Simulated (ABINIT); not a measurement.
# Ba (Im-3m) in ABINIT: notebook, part 2 of 2

ABINIT 10.8.3 (patched build). Earlier steps stand in the parts before.

## 3. Optical spectrum, PBEsol (cell relaxed at zero pressure by an earlier run)

File run.abi:

```
ndtset 3

pp_dirpath "./"
pseudos "Ba.upf"

acell 8.0329721744 8.0329721744 8.0329721744
rprim
    -0.5773502692     0.5773502692     0.5773502692
     0.5773502692    -0.5773502692     0.5773502692
     0.5773502692     0.5773502692    -0.5773502692
ntypat 1
znucl 56
natom 1
typat 1
chkprim 0
chksymtnons 0
tolsym 1.0e-6
xred
            0.0            0.0            0.0

ecut 22.0
ecutsm 0.5

ngkpt 10 10 10
nshiftk 2
shiftk
     0.2500000000     0.2500000000     0.2500000000
    -0.2500000000    -0.2500000000    -0.2500000000
istwfk *1

ixc -116133

occopt 3
tsmear 0.2 eV

nstep 80

iomode 3
prteig 0
prtebands 0

nband1 9
tolvrs1 1.0e-12
prtden1 1
prtwf1 0
kptopt1 1

iscf2 -3
getden2 1
nband2 21
nbdbuf2 4
tolwfr2 1.0e-12
nstep2 120
prtden2 0
kptopt2 1

optdriver3 8
wfk_task3 "wfk_optics_fullbz"
getwfk3 2
nband3 17
kptopt3 1
prtevk3 1
inclvkb3 2
```

File optic.abi:

```
&FILES
 ddkfile_1 = 'runo_DS3_1_EVK.nc',
 ddkfile_2 = 'runo_DS3_2_EVK.nc',
 ddkfile_3 = 'runo_DS3_3_EVK.nc',
 wfkfile = 'runo_DS3_WFK.nc'
/
&PARAMETERS
 broadening = 0.003675,
 domega = 0.002,
 maxomega = 0.8,
 scissor = 0.000000,
 tolerance = 0.002
/
&COMPUTATIONS
 num_lin_comp = 1,
 lin_comp = 11,
 num_nonlin_comp = 0
/
```

Potentials or basis: PseudoDojo NC SR PBEsol v0.4.1 standard.

On the command line:

```console
abinit run.abi > log 2>&1
optic optic.abi > optic.log 2>&1
```

run.abo:

```text
.Version 10.8.3 of ABINIT
 DATASET    1 : space group Im -3 m (#229); Bravais cI (body-center cubic)
================================================================================
 Values of the parameters that define the memory need for DATASET  1.
     intxc =       0    ionmov =       0      iscf =       7    lmnmax =       6
     lnmax =       6     mgfft =      36  mpssoang =       3    mqgrid =    3001
     natom =       1  nloc_mem =       1    nspden =       1   nspinor =       1
    nsppol =       1      nsym =      48    n1xccc =    2501    ntypat =       1
    occopt =       3   xclevel =       2
       mpw =        1981          nfft =       46656          nkpt =          70
================================================================================
================================================================================
[... 13 lines left out ...]
 DATASET    3 : space group Im -3 m (#229); Bravais cI (body-center cubic)
================================================================================
 Values of the parameters that define the memory need for DATASET  3.
     intxc =       0    ionmov =       0      iscf =       7    lmnmax =       6
     lnmax =       6     mgfft =      36  mpssoang =       3    mqgrid =    3001
     natom =       1  nloc_mem =       1    nspden =       1   nspinor =       1
    nsppol =       1      nsym =      48    n1xccc =    2501    ntypat =       1
    occopt =       3   xclevel =       2
       mpw =        1981          nfft =       46656          nkpt =          70
================================================================================
================================================================================

--------------------------------------------------------------------------------
------------- Echo of variables that govern the present computation ------------
--------------------------------------------------------------------------------
 -outvars: echo values of preprocessed input variables --------
            acell      8.0329721744E+00  8.0329721744E+00  8.0329721744E+00 Bohr
              amu      1.37327000E+02
          chkprim           0
      chksymtnons           0
             ecut      2.20000000E+01 Hartree
           ecutsm      5.00000000E-01 Hartree
           getden1          0
           getden2          1
           getden3          0
           getwfk1          0
           getwfk2          0
           getwfk3          2
             iscf1          7
             iscf2         -3
             iscf3          7
              ixc     -116133
           jdtset        1    2    3
                       outvar_i_n : Printing only first  50 k-points.
         kptrlatt       10    0   10      0   10   10    -10  -10    0
          kptrlen      9.27567729E+01
            natom           1
            nband1          9
            nband2         21
            nband3         17
           nbdbuf1          0
           nbdbuf2          4
           nbdbuf3          0
           ndtset           3
            ngfft          36      36      36
             nkpt          70
            nstep1         80
            nstep2        120
            nstep3         80
             nsym          48
           ntypat           1
                       prtocc : prtvol=0, do not print more k-points.
                       prtocc : prtvol=0, do not print more k-points.
                       prtocc : prtvol=0, do not print more k-points.
           occopt           3
        optdriver1          0
        optdriver2          0
        optdriver3          8
           prtden1          1
           prtden2          0
           prtden3          1
        prtebands           0
           prteig           0
           prtevk1          0
[... 215 lines left out ...]
 -8.9301E-01 -3.3817E-01 -3.3735E-01 -3.3735E-01  6.3888E-02  2.3141E-01
  2.3141E-01  2.3677E-01  2.8713E-01  2.8713E-01  4.1677E-01  4.2391E-01
  4.2391E-01  6.0685E-01  6.0685E-01  6.3511E-01  6.8200E-01  6.8200E-01
  7.9448E-01  8.1101E-01  8.3530E-01
 prteigrs : prtvol=0 or 1, do not print more k-points.

--- !ResultsGS
iteration_state: {dtset: 2, }
comment   : Summary of ground state results
lattice_vectors:
- [ -4.6378386,   4.6378386,   4.6378386, ]
- [  4.6378386,  -4.6378386,   4.6378386, ]
- [  4.6378386,   4.6378386,  -4.6378386, ]
lattice_lengths: [   8.03297,    8.03297,    8.03297, ]
lattice_angles: [109.471, 109.471, 109.471, ] # degrees, (23, 13, 12)
lattice_volume:   3.9903124E+02
convergence: {deltae:  0.000E+00, res2:  0.000E+00, residm:  9.986E-13, diffor:  0.000E+00, }
etotal    :  -2.80965831E+01
entropy   :   0.00000000E+00
fermie    :   1.64606140E-01
cartesian_stress_tensor: null
pressure_GPa: null
xred      :
- [  0.0000E+00,   0.0000E+00,   0.0000E+00, Ba]
cartesian_forces: null
force_length_stats: {min: null, max: null, mean: null, }
...

 Integrated electronic density in atomic spheres:
 ------------------------------------------------
 Atom  Sphere_radius  Integrated_density
    1        2.00000          5.16119288
================================================================================

 ----iterations are completed or convergence reached----

 Mean square residual over all n,k,spin=   45.513E-14; max=  99.862E-14
 reduced coordinates (array xred) for    1 atoms
       0.000000000000      0.000000000000      0.000000000000

 cartesian coordinates (angstrom) at end:
    1      0.00000000000000     0.00000000000000     0.00000000000000
 length scales=  8.032972174400  8.032972174400  8.032972174400 bohr
              =  4.250865807627  4.250865807627  4.250865807627 angstroms
 Eigenvalues (hartree) for nkpt=  70  k points:
 kpt#   1, nband= 21, wtk=  0.00400, kpt= -0.0250 -0.0250  0.0750 (reduced coord)
  -0.89301   -0.33817   -0.33735   -0.33735    0.06389    0.23141    0.23141    0.23677
   0.28713    0.28713    0.41677    0.42391    0.42391    0.60685    0.60685    0.63511
   0.68200    0.68200    0.79448    0.81101    0.83530
      occupation numbers for kpt#   1
   2.00000    2.00000    2.00000    2.00000    2.00000    0.00023    0.00023    0.00011
   0.00000    0.00000    0.00000    0.00000    0.00000    0.00000    0.00000    0.00000
   0.00000    0.00000    0.00000    0.00000    0.00000
 prteigrs : prtvol=0 or 1, do not print more k-points.

--- !EnergyTerms
iteration_state     : {dtset: 2, }
comment             : Components of total free energy in Hartree
kinetic             :  6.48066305021336E+00
hartree             :  4.10392737699150E+00
xc                  : -6.58889649168755E+00
Ewald energy        : -1.96170766504348E+01
psp_core            :  6.60955301918134E-01
local_psp           : -1.65853167890739E+01
non_local_psp       :  3.45674593964642E+00
internal            : -2.80889982624269E+01
'-kT*entropy'       : -7.58489508766139E-03
total_energy        : -2.80965831575145E+01
...

--- !EnergyTermsDC
iteration_state     : {dtset: 2, }
comment             : '"Double-counting" decomposition of free energy'
band_energy         : -3.58257658366115E+00
Ewald energy        : -1.96170766504348E+01
psp_core            :  6.60955301918134E-01
xc_dc               : -5.55030032234189E+00
internal            : -2.80889982545197E+01
'-kT*entropy'       : -7.58489508766139E-03
total_energy_dc     : -2.80965831496074E+01
...

================================================================================
== DATASET  3 ==================================================================

--- !DatasetInfo
iteration_state: {dtset: 3, }
dimensions: {natom: 1, nkpt: 70, mband: 17, nsppol: 1, nspinor: 1, nspden: 1, mpw: 1981, }
cutoff_energies: {ecut:  22.0, pawecutdg:  -1.0, }
electrons: {nelect:   1.00000000E+01, charge:   0.00000000E+00, occopt:   3.00000000E+00, tsmear:   7.34986444E-03, }
meta: {optdriver: 8, wfk_task: 7, }
...

 mkfilename : getwfk/=0, take file _WFK from output of DATASET   2.

--------------------------------------------------------------------------------

 Computation of velocity matrix elements (DDK)

 Parameters extracted from the Abinit header:
    ecut:     22.0
    nkpt:    2000
    mband:   21
    nsppol:  1
    nspinor: 1
    useylm:  0
    inclvkb: 2
    bmin: 1, bmax: 21
    Computing diagonal and off-diagonal matrix elements
    Between band index bmin: 1, bmax: 21

== END DATASET(S) ==============================================================
================================================================================

 -outvars: echo values of variables after computation  --------
            acell      8.0329721744E+00  8.0329721744E+00  8.0329721744E+00 Bohr
           etotal1    -2.8096583149E+01
           etotal2    -2.8096583149E+01
           etotal3     0.0000000000E+00
            fcart1    -0.0000000000E+00 -0.0000000000E+00 -0.0000000000E+00
            fcart3     0.0000000000E+00  0.0000000000E+00  0.0000000000E+00
            rprim     -5.7735026920E-01  5.7735026920E-01  5.7735026920E-01
                       5.7735026920E-01 -5.7735026920E-01  5.7735026920E-01
                       5.7735026920E-01  5.7735026920E-01 -5.7735026920E-01
           strten1    -9.1495109796E-07 -9.1495109796E-07 -9.1495109796E-07
                       0.0000000000E+00  0.0000000000E+00  0.0000000000E+00
           strten3     0.0000000000E+00  0.0000000000E+00  0.0000000000E+00
                       0.0000000000E+00  0.0000000000E+00  0.0000000000E+00
 Calculation completed.
```

Run time: 67 s. Hardware: 1 thread of AMD EPYC 9R45 (Zen 5), shared host; peak memory 1.4 GiB.

What came out:

- Free energy: -764.5470 eV
- Pressure: 0.0 GPa

Dielectric function (mean over the directions given):
```csv
energy (eV),real part,imaginary part
0.33,34.76,33.13
0.76,11.48,28.55
1.31,-1.74,18.59
1.74,0.56,13.71
2.29,-4.75,7.37
2.83,-3.06,4.96
3.27,-2.36,2.35
3.81,-0.95,2.32
4.25,-0.54,2.55
4.79,-0.77,1.80
5.33,-0.62,1.07
5.77,-0.36,0.80
6.31,0.36,0.76
6.75,0.10,0.70
7.29,0.50,0.38
7.84,0.54,0.21
8.27,0.82,0.26
8.82,0.93,0.18
9.36,1.07,0.14
9.80,1.20,0.12
10.34,1.32,0.13
10.78,1.39,0.14
11.32,1.54,0.09
11.86,1.74,0.09
12.30,1.93,0.07
12.84,2.25,0.11
13.28,2.63,0.19
13.82,3.36,0.72
14.37,4.04,3.30
14.80,1.12,3.83
15.35,0.16,1.93
15.89,1.35,1.15
16.33,1.54,1.55
16.87,1.26,2.15
17.31,1.00,2.40
17.85,-0.60,2.81
18.39,-0.92,1.05
18.83,-0.24,0.69
19.38,0.00,0.91
19.92,0.17,0.59
```

Caveat: this set's barium file shifts pressures by 1 GPa against other sets; the intraband (Drude) term is left out; this release of the barium file is off; spectra need much finer meshes, so this one isn't converged; independent-particle spectra lack excitons. The run has no spin-orbit coupling, so splittings on Ba are missing.
